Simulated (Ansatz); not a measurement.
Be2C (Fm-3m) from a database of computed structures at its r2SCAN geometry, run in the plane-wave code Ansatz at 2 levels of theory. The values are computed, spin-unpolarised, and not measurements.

The r2SCAN0 input:
```yaml
crystal:
  lattice:
    - [0.0, 2.1604856485, 2.1604856485]
    - [2.1604856485, 0.0, 2.1604856485]
    - [2.1604856485, 2.1604856485, 0.0]
  atoms:
    - { symbol: Be, position: [0.75, 0.75, 0.75] }
    - { symbol: Be, position: [0.25, 0.25, 0.25] }
    - { symbol: C, position: [0.0, 0.0, 0.0] }
kpoints:
  mp_grid: { grid: [8, 8, 8] }
  band_path:
    path:
      - [0.0, 0.0, 0.0]
      - [0.5, 0.0, 0.5]
      - [0.625, 0.25, 0.625]
      - [0.375, 0.375, 0.75]
      - [0.5, 0.5, 0.5]
      - [0.5, 0.25, 0.75]
      - [0.0, 0.5, 0.5]
    npoints: 1
hamiltonian:
  xc: r2scan0
scf:
  occupations: { method: fixed }
  n_extra_bands: 4
output:
  forces: true
  stress: true
  eigenvalues: true
```

Main results, then, where recorded, the levels near the gap in eV from the Fermi energy (columns number the bands from 0), one row a point of the path (Γ, X, U, K, L, W, X):
```
Crystal: 3 atoms, lattice volume = 20.169 Å³
Symmetry: 48 space group operations
Space group: Fm-3m (ITA 225)
```
```
Basis set: ecut = 500 eV, 531 PW (Γ)
k-points: 29 of 512
SCF 1 stopped early in 3 iterations: F = -439.199837 eV  dr2 = 9.47e-5
SCF 2 stopped early in 6 iterations: F = -439.152070 eV  dr2 = 3.49e-7
hybrid outer 1: dexx = +8.068e-4 eV, tail = 1.34e-6 eV
SCF 3 converged in 2 iterations: F = -439.152081 eV  dr2 = 1.95e-9
hybrid outer 2: dexx = +1.110e-8 eV, tail = 4.65e-9 eV, Δε = 4.93e-4 eV
Free energy (F): -439.152081 eV
Fermi energy:    8.842619 eV
--- Stress (GPa, compression-positive) ---
       -2.388572       0.000000       0.000000
        0.000000      -2.388572       0.000000
        0.000000       0.000000      -2.388572
  P = ⅓ Tr σ = -2.3886 GPa (-23.886 kbar)
```
```tsv
band_0	band_1	band_2	band_3	band_4	band_5	band_6
-17.363	0.000	0.000	0.000	6.130	6.130	6.130
-13.253	-7.862	-5.371	-5.371	2.813	7.781	16.539
-13.104	-7.758	-7.280	-4.529	5.152	10.683	14.478
-13.104	-7.758	-7.280	-4.529	5.152	10.683	14.478
-14.147	-9.968	-2.090	-2.090	7.069	7.069	9.313
-12.921	-7.005	-6.810	-6.810	7.844	10.646	12.068
-13.253	-7.862	-5.371	-5.371	2.813	7.781	16.539
```

With r2SCAN0 the valence top lies at Γ and the conduction bottom at X, 2.81 eV higher; the smallest vertical gap, at Γ, is 6.13 eV.

Hartree-Fock. Against the first input these blocks differ (the band path and keys that only write files left aside):
```yaml
hamiltonian:
  xc: hf
```

```
Basis set: ecut = 420 eV, 411 PW (Γ)
k-points: 29 of 512
SCF 1 stopped early in 3 iterations: F = -424.019773 eV  dr2 = 1.76e-4
SCF 2 stopped early in 6 iterations: F = -426.403347 eV  dr2 = 4.32e-5
hybrid outer 1: dexx = +1.469e-1 eV, tail = 6.08e-4 eV
SCF 3 converged in 5 iterations: F = -426.404376 eV  dr2 = 8.32e-9
hybrid outer 2: dexx = +7.558e-5 eV, tail = 2.86e-6 eV, Δε = 1.74e-2 eV
SCF 4 converged in 4 iterations: F = -426.404392 eV  dr2 = 2.08e-9
hybrid outer 3: dexx = +2.091e-7 eV, tail = 2.38e-8 eV, Δε = 3.08e-4 eV, ΔF = 5.09e-17 eV/Å
Free energy (F): -426.404392 eV
Fermi energy:    7.492393 eV
--- Stress (GPa, compression-positive) ---
        3.840296       0.000000       0.000000
        0.000000       3.840296       0.000000
        0.000000       0.000000       3.840296
  P = ⅓ Tr σ = 3.8403 GPa (38.403 kbar)
```
```tsv
band_0	band_1	band_2	band_3	band_4	band_5	band_6
-21.559	0.000	0.000	0.000	11.556	11.556	11.556
-16.556	-9.736	-6.489	-6.489	7.858	13.386	23.960
-16.418	-9.295	-8.977	-5.458	10.449	16.729	21.307
-16.418	-9.295	-8.977	-5.458	10.449	16.729	21.307
-17.696	-12.136	-2.546	-2.546	12.606	12.606	15.481
-16.206	-8.359	-8.359	-8.225	13.426	17.085	18.273
-16.556	-9.736	-6.489	-6.489	7.858	13.386	23.960
```

With Hartree-Fock the valence top lies at Γ and the conduction bottom at X, 7.86 eV higher; the smallest vertical gap, at Γ, is 11.56 eV. The mean pressure is +3.8 GPa (compression positive), so Hartree-Fock would enlarge the cell's volume. (The program warns that its thresholds are loose for a hybrid's stress.)

Totals of different functionals can't be compared.

The meshes of the hybrids are coarse, so their gaps aren't converged to the digits shown.
